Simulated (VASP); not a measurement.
Here is a VASP 6.6.1 calculation.

Contents of INCAR:

```
SYSTEM = Al2O3
PREC     = Accurate       ! precision mode
ENCUT    = 600            ! plane-wave cutoff, eV
EDIFF    = 1E-7           ! SCF threshold, eV
ISMEAR   = 0              ! smearing method
SIGMA    = 0.02           ! smearing width, eV
LREAL    = .False.        ! projectors in reciprocal space
LASPH    = .True.         ! aspherical terms in the spheres
NELM     = 80             ! most SCF steps
ALGO     = Normal         ! electronic algorithm
ISIF     = 3              ! what is computed and relaxed
LWAVE    = .False.        ! write WAVECAR
LCHARG   = .False.        ! write CHGCAR
GGA      = PE             ! functional
IBRION   = 2              ! ionic algorithm
NSW      = 60             ! ionic steps
EDIFFG   = -0.01          ! ionic threshold
KPAR     = 4
```

The input KPOINTS:

```
Automatic mesh
0
Gamma
  6 6 6
  0 0 0
```

POSCAR

```
Al2O3
1.0
    2.4025136100      1.3870918800      4.3720844200
   -2.4025136100      1.3870918800      4.3720844200
    0.0000000000     -2.7741837600      4.3720844200
Al O
4 6
Direct
    0.6479040000      0.6479040000      0.6479040000
    0.8520960000      0.8520960000      0.8520960000
    0.1479040000      0.1479040000      0.1479040000
    0.3520960000      0.3520960000      0.3520960000
    0.4438545000      0.0561455000      0.7500000000
    0.9438545000      0.2500000000      0.5561455000
    0.0561455000      0.7500000000      0.4438545000
    0.7500000000      0.4438545000      0.0561455000
    0.2500000000      0.5561455000      0.9438545000
    0.5561455000      0.9438545000      0.2500000000
```

Potentials or basis: VASP PAW PBE potentials, release 64 (Al, O).

Launch:

```sh
$ cat potpaw_PBE.64/Al/POTCAR potpaw_PBE.64/O/POTCAR > POTCAR
$ mpirun -np 4 vasp_std > vasp.out
```

**Question.** What does it give for the band gap on the k mesh?

**Answer.** 5.87 eV, direct.

Final structure:
```cif
data_structure
_symmetry_space_group_name_H-M 'P 1'
_symmetry_Int_Tables_number 1
_cell_length_a 5.1775
_cell_length_b 5.1775
_cell_length_c 5.1775
_cell_angle_alpha 55.302
_cell_angle_beta 55.302
_cell_angle_gamma 55.302
_cell_volume 87.42
loop_
_atom_site_label
_atom_site_type_symbol
_atom_site_fract_x
_atom_site_fract_y
_atom_site_fract_z
_atom_site_occupancy
Al1 Al 0.64786 0.64786 0.64786 1
Al2 Al 0.85214 0.85214 0.85214 1
Al3 Al 0.14786 0.14786 0.14786 1
Al4 Al 0.35214 0.35214 0.35214 1
O1 O 0.44381 0.05619 0.75000 1
O2 O 0.94381 0.25000 0.55619 1
O3 O 0.05619 0.75000 0.44381 1
O4 O 0.75000 0.44381 0.05619 1
O5 O 0.25000 0.55619 0.94381 1
O6 O 0.55619 0.94381 0.25000 1
```

PBE gaps usually lie below the measured ones, often by a third to a half.
